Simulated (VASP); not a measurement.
Level of theory: PBE GGA with spin-orbit coupling, VASP's PBE PAW potentials (set 64) (plane waves; VASP).

The input files of a VASP run:

**INCAR**
```
SYSTEM = BeO
PREC = Accurate
ENCUT = 520
EDIFF = 1E-6
NELM = 100
ALGO = Normal
LREAL = .FALSE.
LASPH = .TRUE.
ISMEAR = 0
SIGMA = 0.05
GGA = PE
LWAVE = .FALSE.
LCHARG = .FALSE.
ISIF = 2
LSORBIT = .TRUE.
MAGMOM = 0 0 0 0 0 0 0 0 0 0 0 0
GGA_COMPAT = .FALSE.
```

**POSCAR**
```
BeO
1
    1.3500000000    -2.3382690000     0.0000000000
    1.3500000000     2.3382690000     0.0000000000
    0.0000000000     0.0000000000     4.3800000000
Be O
2 2
Direct
  0.6666670000   0.3333330000   0.5000000000
  0.3333330000   0.6666670000   0.0000000000
  0.6666670000   0.3333330000   0.8780000000
  0.3333330000   0.6666670000   0.3780000000
```

**KPOINTS**
```
kpoints
0
G
8 8 5
0 0 0
```

POTCAR, in this order: Be O (PBE.64 set). Program: vasp_ncl.

Output of the run:

**OUTCAR**
```
 ion  position               nearest neighbor table
   1  0.667  0.333  0.500-   4 1.65   4 1.65   4 1.65   3 1.66
   2  0.333  0.667  0.000-   3 1.65   3 1.65   3 1.65   4 1.66
   3  0.667  0.333  0.878-   2 1.65   2 1.65   2 1.65   1 1.66
   4  0.333  0.667  0.378-   1 1.65   1 1.65   1 1.65   2 1.66
  LATTYP: Found a hexagonal cell.
 ALAT       =     2.7000003549
 C/A-ratio  =     1.6222220090
 Subroutine PRICEL returns:
 Original cell was already a primitive cell.
 Subroutine GETGRP returns: Found 12 space group operations
The static configuration has the point symmetry C_3v.
 The point group associated with its full space group is C_6v.
The dynamic configuration has the point symmetry C_3v.
The overall configuration has the point symmetry C_3v.
 Subroutine INISYM returns: Found 12 space group operations
 Subroutine IBZKPT returns following result:
 Found     50 irreducible k-points:

 Following reciprocal coordinates:
            Coordinates               Weight
  0.000000  0.000000  0.000000      1.000000
  0.125000  0.000000  0.000000      6.000000
  0.250000  0.000000  0.000000      6.000000
  0.375000 -0.000000  0.000000      6.000000
  0.500000  0.000000  0.000000      3.000000
  0.125000  0.125000  0.000000      6.000000
  0.250000  0.125000  0.000000     12.000000
  0.375000  0.125000  0.000000     12.000000
  0.250000  0.250000  0.000000      6.000000
  0.375000  0.250000  0.000000      6.000000
  0.000000  0.000000  0.200000      1.000000
  0.000000  0.000000 -0.200000      1.000000
  0.125000  0.000000  0.200000      6.000000
 -0.125000  0.000000 -0.200000      6.000000
  0.250000  0.000000  0.200000      6.000000
 -0.250000  0.000000 -0.200000      6.000000
  0.375000 -0.000000  0.200000      6.000000
 -0.375000  0.000000 -0.200000      6.000000
  0.500000  0.000000  0.200000      3.000000
  0.500000  0.000000 -0.200000      3.000000
  0.125000  0.125000  0.200000      6.000000
 -0.125000 -0.125000 -0.200000      6.000000
  0.250000  0.125000  0.200000     12.000000
 -0.250000 -0.125000 -0.200000     12.000000
  0.375000  0.125000  0.200000     12.000000
 -0.375000 -0.125000 -0.200000     12.000000
  0.250000  0.250000  0.200000      6.000000
 -0.250000 -0.250000 -0.200000      6.000000
  0.375000  0.250000  0.200000      6.000000
 -0.375000 -0.250000 -0.200000      6.000000
  0.000000  0.000000  0.400000      1.000000
  0.000000  0.000000 -0.400000      1.000000
  0.125000  0.000000  0.400000      6.000000
 -0.125000  0.000000 -0.400000      6.000000
  0.250000  0.000000  0.400000      6.000000
 -0.250000  0.000000 -0.400000      6.000000
  0.375000 -0.000000  0.400000      6.000000
 -0.375000  0.000000 -0.400000      6.000000
  0.500000  0.000000  0.400000      3.000000
  0.500000  0.000000 -0.400000      3.000000
   k-points           NKPTS =     50   k-points in BZ     NKDIM =     50   number of bands    NBANDS=     24
   number of dos      NEDOS =    301   number of ions     NIONS =      4
   total plane-waves  NPLWV =  14400
   dimension x,y,z NGX =    20 NGY =   20 NGZ =   36
   dimension x,y,z NGXF=    40 NGYF=   40 NGZF=   72
   ions per type =               2   2
   PREC   = accura    normal or accurate (medium, high low for compatibility)
   ISTART =      0    job   : 0-new  1-cont  2-samecut
   ICHARG =      2    charge: 1-file 2-atom 10-const
   ISPIN  =      1    spin polarized calculation?
   LNONCOLLINEAR =      T non collinear calculations
   LSORBIT =      T    spin-orbit coupling
   INIWAV =      1    electr: 0-lowe 1-rand  2-diag
   ENCUT  =  520.0 eV  38.22 Ry    6.18 a.u.   5.02  5.02  8.14*2*pi/ulx,y,z
...
```

**OSZICAR**
```
       N       E                     dE             d eps       ncg     rms          rms(c)
DAV:   1     0.698627510061E+02    0.69863E+02   -0.86428E+03  2400   0.128E+03
DAV:   2    -0.267716223131E+02   -0.96634E+02   -0.92258E+02  3192   0.302E+02
DAV:   3    -0.306190191421E+02   -0.38474E+01   -0.38339E+01  3200   0.591E+01
DAV:   4    -0.306497232937E+02   -0.30704E-01   -0.30691E-01  3048   0.656E+00
DAV:   5    -0.306500792167E+02   -0.35592E-03   -0.35590E-03  3080   0.614E-01    0.910E+00
DAV:   6    -0.284624202108E+02    0.21877E+01   -0.74642E+00  2776   0.248E+01    0.289E+00
DAV:   7    -0.284491275229E+02    0.13293E-01   -0.16136E-01  2952   0.398E+00    0.186E+00
DAV:   8    -0.284571688373E+02   -0.80413E-02   -0.42710E-02  2528   0.300E+00    0.287E-01
DAV:   9    -0.284558642805E+02    0.13046E-02   -0.28605E-03  3184   0.553E-01    0.727E-02
DAV:  10    -0.284561896968E+02   -0.32542E-03   -0.96714E-04  2696   0.263E-01    0.555E-02
DAV:  11    -0.284561575961E+02    0.32101E-04   -0.81206E-05  3080   0.869E-02    0.206E-02
DAV:  12    -0.284561518792E+02    0.57169E-05   -0.33193E-05  2696   0.545E-02    0.259E-03
DAV:  13    -0.284561514858E+02    0.39346E-06   -0.59545E-07  2248   0.929E-03
   1 F= -.28456151E+02 E0= -.28456151E+02  d E =-.158904E-10  mag=    -0.0000    -0.0000     0.0000
```

File OUTCAR:
```
------------------------ aborting loop because EDIFF is reached ----------------------------------------
  FORCE on cell =-STRESS in cart. coord.  units (eV):
  Direction    XX          YY          ZZ          XY          YZ          ZX
  --------------------------------------------------------------------------------------
  Total        0.5728402      0.5728404      0.6493520      0.0000000      0.0000000      0.0000000
  in kB       33.1903424     33.1903540     37.6234341      0.0000000      0.0000000      0.0000000
  external PRESSURE =      34.6680435 kB  Pullay stress =       0.0000000 kB
  volume of cell :       27.65
      direct lattice vectors                 reciprocal lattice vectors
     1.350000000 -2.338269000  0.000000000     0.370370370 -0.213833396  0.000000000
     1.350000000  2.338269000  0.000000000     0.370370370  0.213833396  0.000000000
     0.000000000  0.000000000  4.380000000     0.000000000  0.000000000  0.228310502
 POSITION                                       TOTAL-FORCE (eV/Angst)
 -----------------------------------------------------------------------------------
      1.35000     -0.77942      2.19000         0.000000      0.000000      0.005375
      1.35000      0.77942      0.00000         0.000000      0.000000      0.005375
      1.35000     -0.77942      3.84564        -0.000000     -0.000000     -0.005375
      1.35000      0.77942      1.65564         0.000000      0.000000     -0.005375
 -----------------------------------------------------------------------------------
    total drift:                                0.000000      0.001584      0.000990
  FREE ENERGIE OF THE ION-ELECTRON SYSTEM (eV)
  ---------------------------------------------------
  free  energy   TOTEN  =       -28.4561514858 eV

  energy  without entropy=      -28.4561514857  energy(sigma->0) =      -28.45615149

 Ion:    1  E_soc:     -0.0000008

 Ion:    2  E_soc:     -0.0000008

 Ion:    3  E_soc:     -0.0001467

 Ion:    4  E_soc:     -0.0001467
```
(Selected blocks of OUTCAR.)

The compound is BeO in the wurtzite structure. The cell was not relaxed at this level. The run is one of a series of settings (GGA_COMPAT = .FALSE., LSORBIT = .TRUE., MAGMOM = 0 0 0 0 0 0 0 0 0 0 0 0, program vasp_ncl against the base run), some of them coarse on purpose.
